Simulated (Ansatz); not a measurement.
Molecular dynamics of CaF2

The input (input.yaml):

```yaml
accuracy: low
crystal:
  lattice:
    - [5.552522, 0.0, 0.0]
    - [0.0, 5.552522, 0.0]
    - [0.0, 0.0, 5.552522]
  atoms:
    - { symbol: Ca, position: [0.0, 0.0, 0.0] }
    - { symbol: F, position: [0.25, 0.25, 0.25] }
    - { symbol: F, position: [0.75, 0.75, 0.75] }
    - { symbol: Ca, position: [0.5, 0.5, 0.0] }
    - { symbol: F, position: [0.75, 0.75, 0.25] }
    - { symbol: F, position: [0.25, 0.25, 0.75] }
    - { symbol: Ca, position: [0.5, 0.0, 0.5] }
    - { symbol: F, position: [0.75, 0.25, 0.75] }
    - { symbol: F, position: [0.25, 0.75, 0.25] }
    - { symbol: Ca, position: [0.0, 0.5, 0.5] }
    - { symbol: F, position: [0.25, 0.75, 0.75] }
    - { symbol: F, position: [0.75, 0.25, 0.25] }
basis:
  ecutwfc: 420.0
kpoints:
  mp_grid: { grid: [3, 3, 3] }
hamiltonian:
  xc: pbe
  dispersion: d3bj
  pseudopotentials: { kind: paw, azcp: { folder: soft_1 } }
scf:
  occupations: { method: fermi_dirac, width: 0.3 }
  lower_state_search: "off"
md:
  timestep: 1.5
  n_steps: 230
  ensemble: nvt_langevin
  temperature: 3500.0
  initial_velocities: maxwell_boltzmann
  seed: 122293
  friction: 0.01
```

Run as:

```bash
$ ansatz run input.yaml --threads 2 --pin off --max-ram 5120MiB --backend cpu --events-out ev --progress --plain --runs-dir out
```

It starts from a structure without forces on its atoms.

Output, in part (step lines):

```
md step     0: t =     0.00 fs  T =  3208.3 K  F+E_penalty+E_count = -13761.04475629 eV  E_kin = 4.976510 eV  (10 SCF iters)
md step     1: t =     1.50 fs  T =  3036.3 K  F+E_penalty+E_count = -13761.02320094 eV  E_kin = 4.709739 eV  (8 SCF iters)
md step     2: t =     3.00 fs  T =  2753.5 K  F+E_penalty+E_count = -13760.96006275 eV  E_kin = 4.270981 eV  (8 SCF iters)
md step     3: t =     4.50 fs  T =  2547.5 K  F+E_penalty+E_count = -13760.85812004 eV  E_kin = 3.951545 eV  (8 SCF iters)
md step     4: t =     6.00 fs  T =  2276.4 K  F+E_penalty+E_count = -13760.72182771 eV  E_kin = 3.531001 eV  (8 SCF iters)
md step     5: t =     7.50 fs  T =  2136.0 K  F+E_penalty+E_count = -13760.54530827 eV  E_kin = 3.313129 eV  (7 SCF iters)
md step     6: t =     9.00 fs  T =  1971.4 K  F+E_penalty+E_count = -13760.32788134 eV  E_kin = 3.057913 eV  (6 SCF iters)
md step     7: t =    10.50 fs  T =  1731.5 K  F+E_penalty+E_count = -13760.09378797 eV  E_kin = 2.685797 eV  (6 SCF iters)
[... lines left out ...]
md step   229: t =   343.50 fs  T =  2615.7 K  F+E_penalty+E_count = -13754.79717677 eV  E_kin = 4.057239 eV  (7 SCF iters)
md step   230: t =   345.00 fs  T =  2256.8 K  F+E_penalty+E_count = -13754.80939671 eV  E_kin = 3.500627 eV  (8 SCF iters)
```

The steps, from the saved trajectory:

| time (fs) | T (K) | potential energy less start (eV) |
| --- | --- | --- |
| 0 | 3208 | 0.000 |
| 10.5 | 1732 | 0.951 |
| 21 | 1500 | 1.985 |
| 31.5 | 2404 | 2.157 |
| 42 | 1920 | 3.043 |
| 52.5 | 1807 | 3.359 |
| 63 | 1787 | 3.779 |
| 73.5 | 1825 | 4.173 |
| 84 | 2110 | 4.006 |
| 94.5 | 3475 | 2.945 |
| 105 | 3673 | 3.138 |
| 115.5 | 3366 | 4.106 |
| 126 | 3163 | 4.913 |
| 136.5 | 2737 | 5.588 |
| 147 | 3421 | 6.224 |
| 157.5 | 3599 | 5.674 |
| 168 | 4729 | 5.206 |
| 178.5 | 5444 | 5.092 |
| 189 | 4325 | 4.433 |
| 199.5 | 3297 | 4.760 |
| 210 | 3867 | 4.848 |
| 220.5 | 2965 | 5.771 |
| 231 | 2622 | 6.572 |
| 241.5 | 2944 | 6.143 |
| 252 | 3279 | 5.577 |
| 262.5 | 3044 | 6.617 |
| 273 | 2503 | 7.590 |
| 283.5 | 2726 | 6.321 |
| 294 | 3454 | 5.612 |
| 304.5 | 5336 | 4.719 |
| 315 | 5826 | 3.950 |
| 325.5 | 4785 | 5.108 |
| 336 | 3028 | 6.573 |

All steps were run. A run of 0.34 ps of so small a system gives no equilibrium averages. Limits of this set-up: low accuracy level.

Mean squared displacements from the first frame to the last, about the centre of mass: Ca 0.45 Å², F 3.22 Å².

Last frame:

```xyz
12
Lattice="5.5525 0.0000 0.0000 0.0000 5.5525 0.0000 0.0000 0.0000 5.5525" Properties=species:S:1:pos:R:3
Ca 0.324 1.688 0.346
F 1.519 1.492 2.435
F 5.391 4.583 6.134
Ca 3.526 3.604 -0.564
F 4.686 5.060 4.041
F 1.586 3.049 4.101
Ca 3.058 0.295 2.691
F 4.433 1.940 3.886
F 2.487 5.676 -0.407
Ca 0.066 3.540 2.847
F 2.431 3.884 1.948
F 3.724 1.883 1.191
```

Time of the run: 19 min on 2 threads of Intel(R) Xeon(R) Platinum 8259CL CPU @ 2.50GHz (Skylake/Cascade Lake) (shared host), peak memory 0.65 GiB.
